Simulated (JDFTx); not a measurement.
# BAs (F-43m) in JDFTx: further runs

Runs on BAs. Level: LDA. Tasks: equation of state.

All numbers are computed with JDFTx 1.7.0 (patched build); they aren't measurements. Logs are shortened: lines on timing, memory, paths and dates and some standing lists are left out, and cuts for length are marked. The log counts tension as positive stress, the text compression.

**The experiment to reproduce.**

From “Basic Physical Properties of Cubic Boron Arsenide”, 2019, arxiv:1911.11281, for a bulk crystal of BAs: bulk modulus 148 GPa.

How close the calculation comes is told below.

### 1 The structure

It takes space group F-43m (No. 216, cubic). Conventional cell: a = 4.777 Å, b = 4.777 Å, c = 4.777 Å, α = 90.00°, β = 90.00°, γ = 90.00°. As (site symmetry -43m) is surrounded by 4 B at 2.07 Å. Around B (site symmetry -43m) lie 4 As at 2.07 Å.

### 2 Equation of state, LDA, 12.81 Å³/atom (volume scaled by 0.94)

Input file BAs.in:

```
lattice \
    0.0000000000     4.4214704876     4.4214704876 \
    4.4214704876     0.0000000000     4.4214704876 \
    4.4214704876     4.4214704876     0.0000000000
coords-type Lattice
ion As     0.7500000000     0.7500000000     0.7500000000 1
ion B      0.0000000000     0.0000000000     0.0000000000 1

ion-species pseudo/As.upf
ion-species pseudo/B.upf
elec-cutoff 40 320
elec-ex-corr lda-PW
kpoint-folding 10 10 10
elec-smearing Fermi 0.0018374661
elec-n-bands 15
electronic-SCF nIterations 100 energyDiffThreshold 1e-09
electronic-minimize nIterations 30 energyDiffThreshold 1e-7
forces-output-coords Cartesian

dump-name run.$VAR
dump End Ecomponents EigStats BandEigs Kpoints Forces Stress
```

Potentials or basis: PseudoDojo-SR-LDA-0.4.1-standard.

Started as:

```console
$ jdftx -c 1 -i BAs.in -o BAs.out
```

The program printed:

```text
*************** JDFTx 1.7.0 (patched build) ***************

Input parsed successfully to the following command list (including defaults):
[... the input with its defaults ...]

---------- Setting up symmetries ----------

Found 48 point-group symmetries of the bravais lattice
Found 24 space-group symmetries with basis
Applied RMS atom displacement 0 bohrs to make symmetries exact.

---------- Initializing the Grid ----------
R =
[            0      4.42147      4.42147  ]
[      4.42147            0      4.42147  ]
[      4.42147      4.42147            0  ]
unit cell volume = 172.874
G =
[  -0.710531   0.710531   0.710531  ]
[   0.710531  -0.710531   0.710531  ]
[   0.710531   0.710531  -0.710531  ]
Minimum fftbox size, Smin = [  52  52  52  ]
Chosen fftbox size, S = [  54  54  54  ]

---------- Initializing tighter grid for wavefunction operations ----------
R =
[            0      4.42147      4.42147  ]
[      4.42147            0      4.42147  ]
[      4.42147      4.42147            0  ]
unit cell volume = 172.874
G =
[  -0.710531   0.710531   0.710531  ]
[   0.710531  -0.710531   0.710531  ]
[   0.710531   0.710531  -0.710531  ]
Minimum fftbox size, Smin = [  36  36  36  ]
Chosen fftbox size, S = [  36  36  36  ]

---------- Exchange Correlation functional ----------
Initalized Slater LDA exchange.
Initalized Perdew-Wang LDA correlation.

---------- Setting up pseudopotentials ----------
Width of ionic core gaussian charges (only for fluid interactions / plotting) set to 0

Reading pseudopotential file 'pseudo/As.upf':
  'As' pseudopotential, 'SLA  PW   NOGX NOGC' functional
  Generated using ONCVPSP code by D. R. Hamann
  15 valence electrons, 3 orbitals, 6 projectors, 1001 radial grid points, with lMax = 2
    3D    l: 2   occupation: 10.0   eigenvalue: -1.502949
    4S    l: 0   occupation:  2.0   eigenvalue: -0.540203
    4P    l: 1   occupation:  3.0   eigenvalue: -0.196304
  Core radius for overlap checks: 1.74 bohrs.

Reading pseudopotential file 'pseudo/B.upf':
  'B' pseudopotential, 'SLA  PW   NOGX NOGC' functional
  Generated using ONCVPSP code by D. R. Hamann
  3 valence electrons, 2 orbitals, 4 projectors, 1001 radial grid points, with lMax = 1
    2S    l: 0   occupation:  2.0   eigenvalue: -0.344843
    2P    l: 1   occupation:  1.0   eigenvalue: -0.136532
  Core radius for overlap checks: 1.18 bohrs.

Initialized 2 species with 2 total atoms.

Folded 1 k-points by 10x10x10 to 1000 k-points.

---------- Setting up k-points, bands, fillings ----------
Adding inversion symmetry to k-mesh for non-inversion-symmetric unit cell.
Reduced to 47 k-points under symmetry.
Computing the number of bands and number of electrons
Calculating initial fillings.
nElectrons:  18.000000   nBands: 15   nStates: 47

----- Setting up reduced wavefunction bases (one per k-point) -----
average nbasis = 2087.965 , ideal nbasis = 2088.883

---------- Setting up ewald sum ----------
Optimum gaussian width for ewald sums = 2.008155 bohr.
Real space sum over 1331 unit cells with max indices [  5  5  5  ]
Reciprocal space sum over 2197 terms with max indices [  6  6  6  ]

---------- Allocating electronic variables ----------
Initializing wave functions:  linear combination of atomic orbitals
Note: number of bands (15) exceeds available atomic orbitals (13)
As pseudo-atom occupations:   s ( 2 )  p ( 3 )  d ( 10 )
B pseudo-atom occupations:   s ( 2 )  p ( 1 )
	FillingsUpdate:  mu: +0.490506170  nElectrons: 18.000000
LCAOMinimize: Iter:   0  F: -98.9921913182432860  |grad|_K:  3.118e-03  alpha:  1.000e+00
	FillingsUpdate:  mu: +0.481164160  nElectrons: 18.000000
LCAOMinimize: Iter:   1  F: -99.0144977556543893  |grad|_K:  1.527e-04  alpha:  4.536e-01  linmin:  2.919e-01  cgtest: -6.757e-01
	FillingsUpdate:  mu: +0.480723195  nElectrons: 18.000000
[... 6 lines of inner loops ...]
LCAOMinimize: Iter:   4  F: -99.0145792297886516  |grad|_K:  7.717e-08  alpha:  9.146e-01  linmin:  1.313e-04  cgtest: -1.441e-03
	FillingsUpdate:  mu: +0.481121394  nElectrons: 18.000000
LCAOMinimize: Iter:   5  F: -99.0145792298153253  |grad|_K:  2.556e-08  alpha:  8.354e-01  linmin: -2.850e-03  cgtest:  3.624e-02
LCAOMinimize: Converged (|Delta F|<1.000000e-06 for 2 iters).

-------- Electronic minimization -----------
Will mix electronic density at each iteration.
	FillingsUpdate:  mu: +0.481121394  nElectrons: 18.000000
	FillingsUpdate:  mu: +0.456463328  nElectrons: 18.000000
SCF: Cycle:  0   F: -99.063055689205967   dF: -4.848e-02   |Residual|: 5.001e-02   |deigs|: 2.010e-01
	FillingsUpdate:  mu: +0.459502768  nElectrons: 18.000000
SCF: Cycle:  1   F: -99.064364472165892   dF: -1.309e-03   |Residual|: 2.763e-02   |deigs|: 8.227e-03
	FillingsUpdate:  mu: +0.463228567  nElectrons: 18.000000
SCF: Cycle:  2   F: -99.064591803380466   dF: -2.273e-04   |Residual|: 2.817e-03   |deigs|: 5.869e-03
	FillingsUpdate:  mu: +0.463213866  nElectrons: 18.000000
SCF: Cycle:  3   F: -99.064595683048282   dF: -3.880e-06   |Residual|: 1.422e-03   |deigs|: 3.376e-04
	FillingsUpdate:  mu: +0.463378411  nElectrons: 18.000000
SCF: Cycle:  4   F: -99.064596427083359   dF: -7.440e-07   |Residual|: 2.958e-04   |deigs|: 2.840e-04
	FillingsUpdate:  mu: +0.463372945  nElectrons: 18.000000
SCF: Cycle:  5   F: -99.064596714358700   dF: -2.873e-07   |Residual|: 5.714e-05   |deigs|: 1.526e-04
	FillingsUpdate:  mu: +0.463374330  nElectrons: 18.000000
SCF: Cycle:  6   F: -99.064596786520568   dF: -7.216e-08   |Residual|: 2.345e-05   |deigs|: 9.469e-05
	FillingsUpdate:  mu: +0.463376268  nElectrons: 18.000000
SCF: Cycle:  7   F: -99.064596822861532   dF: -3.634e-08   |Residual|: 1.582e-05   |deigs|: 1.433e-04
	FillingsUpdate:  mu: +0.463376854  nElectrons: 18.000000
SCF: Cycle:  8   F: -99.064596831788720   dF: -8.927e-09   |Residual|: 3.434e-06   |deigs|: 6.310e-05
	FillingsUpdate:  mu: +0.463376790  nElectrons: 18.000000
SCF: Cycle:  9   F: -99.064596836871260   dF: -5.083e-09   |Residual|: 1.855e-06   |deigs|: 6.955e-05
	FillingsUpdate:  mu: +0.463376625  nElectrons: 18.000000
SCF: Cycle: 10   F: -99.064596837913243   dF: -1.042e-09   |Residual|: 9.859e-07   |deigs|: 2.474e-05
	FillingsUpdate:  mu: +0.463376599  nElectrons: 18.000000
SCF: Cycle: 11   F: -99.064596838500250   dF: -5.870e-10   |Residual|: 3.504e-07   |deigs|: 4.106e-05
	FillingsUpdate:  mu: +0.463376578  nElectrons: 18.000000
SCF: Cycle: 12   F: -99.064596838616836   dF: -1.166e-10   |Residual|: 5.135e-07   |deigs|: 1.610e-05
SCF: Converged (|Delta E|<1.000000e-09 for 2 iters).

Setting wave functions to eigenvectors of Hamiltonian

# Stress tensor in Cartesian coordinates [Eh/a0^3]:
[  -0.00016981            0            0  ]
[            0  -0.00016981            0  ]
[            0            0  -0.00016981  ]

# Ionic positions in lattice coordinates:
ion As   0.750000000000000   0.750000000000000   0.750000000000000 1
ion B   0.000000000000000   0.000000000000000   0.000000000000000 1

# Forces in Cartesian coordinates:
force As  -0.000000000000000   0.000000000000000  -0.000000000000000 1
force B   0.000000000000000   0.000000000000000  -0.000000000000000 1

# Energy components:
   Eewald =      -64.7427120601843455
       EH =       29.7676404805035553
     Eloc =      -76.6923277400463235
      Enl =      -50.8600874814669126
      Exc =      -24.6659554681996518
 Exc_core =        9.8703046281189284
       KE =       78.2585408099209019
-------------------------------------
     Etot =      -99.0645968313538390
       TS =        0.0000000072630038
-------------------------------------
        F =      -99.0645968386168363

IonicMinimize: Iter:   0  F: -99.064596838616836  |grad|_K:        nan
IonicMinimize: None of the convergence criteria satisfied after 0 iterations.

#--- Lowdin population analysis ---
# oxidation-state As +0.704
# oxidation-state B -0.667

Dumping 'run.eigStats' ...
	eMin: -0.881476 at state 30 ( [ +0.000000 +0.500000 +0.500000 ] spin 0 )
	HOMO: +0.444054 at state 0 ( [ +0.000000 +0.000000 +0.000000 ] spin 0 )
	mu  : +0.463377
	LUMO: +0.483978 at state 27 ( [ +0.000000 +0.400000 +0.400000 ] spin 0 )
	eMax: +1.110084 at state 30 ( [ +0.000000 +0.500000 +0.500000 ] spin 0 )
	HOMO-LUMO gap: +0.039924
	Optical gap  : +0.123037 at state 0 ( [ +0.000000 +0.000000 +0.000000 ] spin 0 )
Done!
[note: mu as printed may lie anywhere between the filled and the empty levels]
```

Wall time 67 s (1 thread of Arm Neoverse V1, shared host); peak memory 0.11 GiB.

Results:

| Property | Result |
| --- | --- |
| Free energy | -2695.6850 eV |
| Pressure | 5.0 GPa |
| Band gap on the k mesh | 1.09 eV, indirect (least direct gap 3.35 eV) |
| Loewdin charges | As +0.70; B -0.67 e |

### 3 Equation of state, LDA, 13.08 Å³/atom (volume scaled by 0.96)

Edit BAs.in of step 2 so:

```diff
@@ -1,5 +1,5 @@
 lattice \
-    0.0000000000     4.4214704876     4.4214704876 \
-    4.4214704876     0.0000000000     4.4214704876 \
-    4.4214704876     4.4214704876     0.0000000000
+    0.0000000000     4.4526086295     4.4526086295 \
+    4.4526086295     0.0000000000     4.4526086295 \
+    4.4526086295     4.4526086295     0.0000000000
 coords-type Lattice
```

Potentials or basis: PseudoDojo-SR-LDA-0.4.1-standard.

Started as:

```console
$ jdftx -c 1 -i BAs.in -o BAs.out
```

Wall time 66 s (1 thread of Arm Neoverse V1, shared host); peak memory 0.11 GiB.

It converged, with:

```yaml
Free_energy: -2695.6971 eV
Pressure: 1.6 GPa
Band_gap_on_the_k_mesh: 1.11 eV, indirect (least direct gap 3.32 eV)
Loewdin_charges: As +0.69; B -0.65 e
```

### 4 Equation of state, LDA, 13.35 Å³/atom (volume scaled by 0.98)

Edit BAs.in of step 3 so:

```diff
@@ -1,5 +1,5 @@
 lattice \
-    0.0000000000     4.4526086295     4.4526086295 \
-    4.4526086295     0.0000000000     4.4526086295 \
-    4.4526086295     4.4526086295     0.0000000000
+    0.0000000000     4.4833172456     4.4833172456 \
+    4.4833172456     0.0000000000     4.4833172456 \
+    4.4833172456     4.4833172456     0.0000000000
 coords-type Lattice
```

Started as:

```console
$ jdftx -c 1 -i BAs.in -o BAs.out
```

Wall time 84 s (1 thread of Arm Neoverse V1, shared host); peak memory 0.11 GiB.

Results (log left out):

* Free energy: -2695.6982 eV
* Pressure: -1.4 GPa
* Band gap on the k mesh: 1.12 eV, indirect (least direct gap 3.29 eV)
* Loewdin charges: As +0.67; B -0.64 e

### 5 Equation of state, LDA, 13.63 Å³/atom

Edit BAs.in of step 4 so:

```diff
@@ -1,5 +1,5 @@
 lattice \
-    0.0000000000     4.4833172456     4.4833172456 \
-    4.4833172456     0.0000000000     4.4833172456 \
-    4.4833172456     4.4833172456     0.0000000000
+    0.0000000000     4.5136108487     4.5136108487 \
+    4.5136108487     0.0000000000     4.5136108487 \
+    4.5136108487     4.5136108487     0.0000000000
 coords-type Lattice
```

Started as:

```console
$ jdftx -c 1 -i BAs.in -o BAs.out
```

It took 84 s on 1 thread of Arm Neoverse V1, shared host; peak memory 0.11 GiB.

Results (log left out):

```yaml
Free_energy: -2695.6894 eV
Pressure: -4.2 GPa
Band_gap_on_the_k_mesh: 1.14 eV, indirect (least direct gap 3.26 eV)
Loewdin_charges: As +0.66; B -0.62 e
```

### 6 Equation of state, LDA, 13.90 Å³/atom (volume scaled by 1.02)

Edit BAs.in of step 5 so:

```diff
@@ -1,5 +1,5 @@
 lattice \
-    0.0000000000     4.5136108487     4.5136108487 \
-    4.5136108487     0.0000000000     4.5136108487 \
-    4.5136108487     4.5136108487     0.0000000000
+    0.0000000000     4.5435031824     4.5435031824 \
+    4.5435031824     0.0000000000     4.5435031824 \
+    4.5435031824     4.5435031824     0.0000000000
 coords-type Lattice
```

Potentials or basis: PseudoDojo-SR-LDA-0.4.1-standard.

Started as:

```console
$ jdftx -c 1 -i BAs.in -o BAs.out
```

It took 86 s on 1 thread of Arm Neoverse V1, shared host; peak memory 0.11 GiB.

The run converged. Its results:

* Free energy: -2695.6718 eV
* Pressure: -6.6 GPa
* Band gap on the k mesh: 1.16 eV, indirect (least direct gap 3.24 eV)
* Loewdin charges: As +0.64; B -0.61 e

### 7 Equation of state, LDA, 14.17 Å³/atom (volume scaled by 1.04)

Edit BAs.in of step 6 so:

```diff
@@ -1,5 +1,5 @@
 lattice \
-    0.0000000000     4.5435031824     4.5435031824 \
-    4.5435031824     0.0000000000     4.5435031824 \
-    4.5435031824     4.5435031824     0.0000000000
+    0.0000000000     4.5730072765     4.5730072765 \
+    4.5730072765     0.0000000000     4.5730072765 \
+    4.5730072765     4.5730072765     0.0000000000
 coords-type Lattice
```

Started as:

```console
$ jdftx -c 1 -i BAs.in -o BAs.out
```

Wall time 86 s (1 thread of Arm Neoverse V1, shared host); peak memory 0.11 GiB.

Results (log left out):

```yaml
Free_energy: -2695.6461 eV
Pressure: -8.9 GPa
Band_gap_on_the_k_mesh: 1.17 eV, indirect (least direct gap 3.21 eV)
Loewdin_charges: As +0.63; B -0.59 e
```

### 8 Equation of state, LDA, 14.44 Å³/atom (volume scaled by 1.06)

Edit BAs.in of step 7 so:

```diff
@@ -1,5 +1,5 @@
 lattice \
-    0.0000000000     4.5730072765     4.5730072765 \
-    4.5730072765     0.0000000000     4.5730072765 \
-    4.5730072765     4.5730072765     0.0000000000
+    0.0000000000     4.6021354968     4.6021354968 \
+    4.6021354968     0.0000000000     4.6021354968 \
+    4.6021354968     4.6021354968     0.0000000000
 coords-type Lattice
```

Started as:

```console
$ jdftx -c 1 -i BAs.in -o BAs.out
```

It took 86 s on 1 thread of Arm Neoverse V1, shared host; peak memory 0.12 GiB.

Results (log left out):

- Free energy: -2695.6132 eV
- Pressure: -10.9 GPa
- Band gap on the k mesh: 1.19 eV, indirect (least direct gap 3.19 eV)
- Loewdin charges: As +0.62; B -0.58 e

### 9 Equation of state, LDA

Potentials or basis: PseudoDojo-SR-LDA-0.4.1-standard.

This step only gathers the single runs of the series.

Results:

```yaml
Equilibrium_volume: 13.25 Å³/atom
Bulk_modulus: 147 GPa
Pressure_derivative_of_the_bulk_modulus: 4.1
```

Energy against volume, from the lowest point:
```csv
volume (Å³/atom),energy (meV/atom)
12.809,6.58
13.081,0.55
13.354,0.00
13.626,4.39
13.899,13.20
14.171,26.03
14.444,42.46
```

### 10 How close it comes

Step 9. A measured bulk modulus of BAs is 148 GPa (quoted in “Basic Physical Properties of Cubic Boron Arsenide”, 2019, arxiv:1911.11281); the calculated 147 GPa misses it by -0.8 %. The fit is for a static lattice scaled at fixed shape and fixed fractional positions.
